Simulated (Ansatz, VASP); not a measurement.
One calculation of ZnSe (Stilleite), two programs

File POSCAR:

```
ZnSe
1.0
    0.0000000000      2.8338000000      2.8338000000
    2.8338000000      0.0000000000      2.8338000000
    2.8338000000      2.8338000000      0.0000000000
Se Zn
1 1
Direct
    0.7500000000      0.7500000000      0.7500000000
    0.0000000000      0.0000000000      0.0000000000
```

File INCAR.step1:

```
SYSTEM = ZnSe
  PREC = Accurate
  ENCUT = 520
  EDIFF = 1E-5
  ISMEAR = -1
  SIGMA = 0.05
  LREAL = .FALSE.
  LASPH = .TRUE.
  NELM = 100
  ALGO = Normal
  ISIF = 2
  LWAVE = .TRUE.
  LCHARG = .FALSE.
  NBANDS = 16
  GGA = PE
```

Contents of INCAR.step2:

```
SYSTEM = ZnSe
  PREC = Accurate
  ENCUT = 520
  EDIFF = 1E-6
  ISMEAR = -1
  SIGMA = 0.05
  LREAL = .FALSE.
  LASPH = .TRUE.
  NELM = 100
  ALGO = Normal
  ISIF = 2
  LWAVE = .FALSE.
  LCHARG = .FALSE.
  GGA = PE
  LHFCALC = .TRUE.
  AEXX = 0.25
  PRECFOCK = Fast
  HFRCUT = -1
  NBANDS = 16
  ISTART = 1
```

Contents of KPOINTS:

```
Automatic mesh
0
G
  4 4 4
  0 0 0
```

KPOINTS_OPT

```
path GXWKGLUWLK,UX
12
line-mode
reciprocal
 0.0000000000  0.0000000000  0.0000000000  G
 0.5000000000  0.0000000000  0.5000000000  X

 0.5000000000  0.0000000000  0.5000000000  X
 0.5000000000  0.2500000000  0.7500000000  W

 0.5000000000  0.2500000000  0.7500000000  W
 0.3750000000  0.3750000000  0.7500000000  K

 0.3750000000  0.3750000000  0.7500000000  K
 0.0000000000  0.0000000000  0.0000000000  G

 0.0000000000  0.0000000000  0.0000000000  G
 0.5000000000  0.5000000000  0.5000000000  L

 0.5000000000  0.5000000000  0.5000000000  L
 0.6250000000  0.2500000000  0.6250000000  U

 0.6250000000  0.2500000000  0.6250000000  U
 0.5000000000  0.2500000000  0.7500000000  W

 0.5000000000  0.2500000000  0.7500000000  W
 0.5000000000  0.5000000000  0.5000000000  L

 0.5000000000  0.5000000000  0.5000000000  L
 0.3750000000  0.3750000000  0.7500000000  K

 0.6250000000  0.2500000000  0.6250000000  U
 0.5000000000  0.0000000000  0.5000000000  X
```

Contents of input.yaml:

```yaml
crystal:
  lattice:
    - [0.0, 2.8338, 2.8338]
    - [2.8338, 0.0, 2.8338]
    - [2.8338, 2.8338, 0.0]
  atoms:
    - { symbol: Se, position: [0.75, 0.75, 0.75] }
    - { symbol: Zn, position: [0.0, 0.0, 0.0] }
hamiltonian:
  xc: pbe0
  pseudopotentials: { kind: paw }
kpoints:
  mp_grid: { grid: [4, 4, 4] }
  band_path:
    path:
      - [[0.0, 0.0, 0.0], [0.5, 0.0, 0.5], [0.5, 0.25, 0.75], [0.375, 0.375, 0.75], [0.0, 0.0, 0.0], [0.5, 0.5, 0.5], [0.625, 0.25, 0.625], [0.5, 0.25, 0.75], [0.5, 0.5, 0.5], [0.375, 0.375, 0.75]]
      - [[0.625, 0.25, 0.625], [0.5, 0.0, 0.5]]
    npoints: 4
scf:
  occupations: { method: fermi_dirac, width: 0.05 }
  n_extra_bands: 6
output:
  forces: true
  stress: true
  eigenvalues: true
  fatbands: false
  write_density: true
  write_potential: true
  elf: true
  volumetric_format: npy
```

Alike in both runs: task band structure; functional PBE0; k mesh 4 × 4 × 4; occupations fermi-dirac, width 0.05 eV; no spin polarisation.

|  | VASP | Ansatz |
| --- | --- | --- |
| version | VASP 6.6.1 | Ansatz 0.2.0 |
| potentials or method | VASP PAW PBE potentials, release 64 (Se, Zn) | Ansatz PAW |
| plane-wave cutoff (eV) | 520 | 420 |
| valence electrons in the cell | 18 | 28 |

VASP gave:

- gap on the k mesh at the Fermi level (eV): 3.11
- least direct gap on the mesh (eV): 3.11
- gap along the band path (eV): 3.11
- pressure (GPa): 1.2

Q: What did Ansatz give for the same quantities?

A: gap on the k mesh at the Fermi level (eV): 3.10; least direct gap on the mesh (eV): 3.10; gap along the band path (eV): 3.10; pressure (GPa): 1.3.

The functional is the same, so the differences come from potentials, cutoffs and numerics. The two sets of potentials don't hold the same shells in valence.

Caveats: the k mesh is coarse (spacing up to 0.48 Å⁻¹), so the values aren't converged, least of all with exact exchange; the PAW data sets were made with another functional, which shifts forces and pressure a little (VASP); the PAW data sets come from PBE, with cores solved anew for the run's functional, which leaves a small shift of forces and pressure (Ansatz); the thresholds are loose for stress (Ansatz).
